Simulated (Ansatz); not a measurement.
**TiO2: the band gap up the ladder of functionals**

One table from this session's results is given with a row withheld; the runs are named, their logs left out.

The runs shown are made with Ansatz 0.2.0. PAW datasets, plane waves. Simulation only: spin-unpolarised, and no claim that this is the phase found in nature.

## The structure to begin with

The cell was relaxed beforehand with r2SCAN.

Space group P4_2/nmc (No. 137), tetragonal; conventional cell a = 3.367 Å, c = 5.205 Å, 9.84 Å³ an atom. Around Ti lie 4 O at 1.88 Å; around O lie 2 Ti at 1.88 Å.

The structure in full:

Space group P4_2/nmc:1 (No. 137). a = 3.367 Å, b = 3.367 Å, c = 5.205 Å, α = 90.00°, β = 90.00°, γ = 90.00°
```tsv
atom	site	symmetry	x	y	z
Ti	2a	-4m2	0.0000	0.0000	0.0000
O	4d	2mm.	0.0000	0.5000	0.3374
```

Set-up of the first run:

Input file input.yaml:

```yaml
crystal:
  lattice:
    - [3.367160614, 0.0, 0.0]
    - [0.0, 3.367160614, 0.0]
    - [0.0, 0.0, 5.2051577808]
  atoms:
    - { symbol: Ti, position: [0.0, 0.0, 0.0] }
    - { symbol: Ti, position: [0.5, 0.5, 0.5] }
    - { symbol: O, position: [0.0, 0.5, 0.3373577416] }
    - { symbol: O, position: [0.0, 0.5, 0.8373577416] }
    - { symbol: O, position: [0.5, 0.0, 0.6626422584] }
    - { symbol: O, position: [0.5, 0.0, 0.1626422584] }
kpoints:
  mp_grid: { grid: [8, 8, 6] }
  band_path:
    path:
      - [[0.0, 0.0, 0.0], [3.033614970414e-52, 0.5, 0.0], [0.5, 0.5, 0.0], [0.0, 0.0, 0.0], [0.0, 0.0, 0.5], [3.033614970414e-52, 0.5, 0.5], [0.5, 0.5, 0.5], [0.0, 0.0, 0.5]]
      - [[3.033614970414e-52, 0.5, 0.0], [3.033614970414e-52, 0.5, 0.5]]
      - [[0.5, 0.5, 0.0], [0.5, 0.5, 0.5]]
    npoints: 10
hamiltonian:
  xc: pbe
scf:
  occupations: { method: fermi_dirac, width: 0.02 }
  n_extra_bands: 5
output:
  forces: true
  stress: true
  eigenvalues: true
  write_density: true
  write_potential: true
  elf: true
  volumetric_format: npy
```

Command:

```console
$ ansatz run input.yaml --threads 2 --pin off --max-ram 29491MiB --backend cpu --events-out ev --progress --plain --runs-dir out
```

Steps of the session up to this table: PBE bands along the symmetry lines; Single point with r2SCAN; HSE06; PBE0 at the same geometry.

One table of the session follows, with a row left open; its other results are not shown here.

| level | gap (eV) |
| --- | --- |
| PBE | 2.54 |
| r2SCAN | ? |
| HSE06 | 4.06 |
| PBE0 | 4.81 |

Estimate the missing values for r2SCAN.

**Answer.** gap (eV): 2.94. In the column «gap (eV)» it lies between PBE (2.54) and HSE06 (4.06).

Meshes: PBE 8×8×6, r2SCAN 8×8×6, HSE06 4×4×4, PBE0 4×4×4

PBE reaches 62 % of the HSE06 value, and r2SCAN 72 %. PBE0 lies 0.75 eV above HSE06, which differs from it by screening the long-range exchange.

Caveats from the session: Warnings in the runs' records: stress scf threshold loose, stress exchange threshold loose.
